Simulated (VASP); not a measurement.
Runs of VASP 6.6.1 on AlN. Symmetry: P6_3/mmc, No. 194, hexagonal system. The conventional cell has a = 3.312 Å, b = 3.312 Å, c = 4.188 Å, α = 90.00°, β = 90.00°, γ = 120.00°. Around Al (site symmetry -6m2) lie 5 N at 1.91 to 2.09 Å. Around N (site symmetry -6m2) lie 5 Al at 1.91 to 2.09 Å. Measurements of this composition are mostly on another form, of space group No. 186.

```tsv
task	level	potentials or basis	cell	k mesh	cutoff (eV)	smearing	grid for exact exchange (PRECFOCK)	exchange at q = 0	other keys	mesh quality	gap on the mesh (eV)	pressure (GPa)	largest force (eV/Å)
density of states	PBE0	VASP PAW PBE potentials, release 54 (Al, N)	as given	5 × 5 × 4	500	tetrahedron	Fast	truncated	-	coarse	(b)	-5.9	-
atomic charges	vdW-DF	VASP PAW PBE potentials, release 64 (Al_GW, N_GW)	atoms moved at random, drawn with an rms of 0.02 Å	9 × 9 × 7	550	gaussian 0.05 eV	-	-	-	not flagged	3.53	3.2	0.54
single point	PBE	VASP PAW PBE potentials, release 64 (Al_GW, N_GW)	as given	9 × 9 × 7	550	gaussian 0.02 eV	-	-	-	not flagged	3.27	(a)	-
density of states	PBE+MBD-FI	VASP PAW PBE potentials, release 64 (Al, N)	atoms moved at random, drawn with an rms of 0.05 Å	11 × 11 × 9	500	fermi-dirac 0.1 eV	-	-	k = 11 × 11 × 9; NBANDS = 10	not flagged	3.26	-3.7	1.45
Born charges and dielectric tensor	LDA	VASP PAW LDA potentials, release 64 (Al, N_s)	as given	9 × 9 × 7	400	gaussian 0.05 eV	-	-	-	not flagged	3.29	-	-
dielectric tensor	BLYP+D4	VASP PAW PBE potentials, release 64 (Al, N_h)	volume scaled by 1.04	9 × 9 × 6	900	tetrahedron	-	-	-	not flagged	3.26	-	-
```

Alike in all rows: no spin polarisation.

**Question.** Fill in the values left out.

**Answer.** (a) -0.4; (b) 5.24.

Caveats: some runs use coarse meshes; an odd mesh through Γ misses points on the zone boundary, where band edges often lie (some runs); the PAW data sets were made with another functional, which shifts forces and pressure a little (some runs); the cutoff is under 1.25 times the usual one of these potentials, so pressure, stress and relaxed cells hold a basis-set (Pulay) error (some runs).
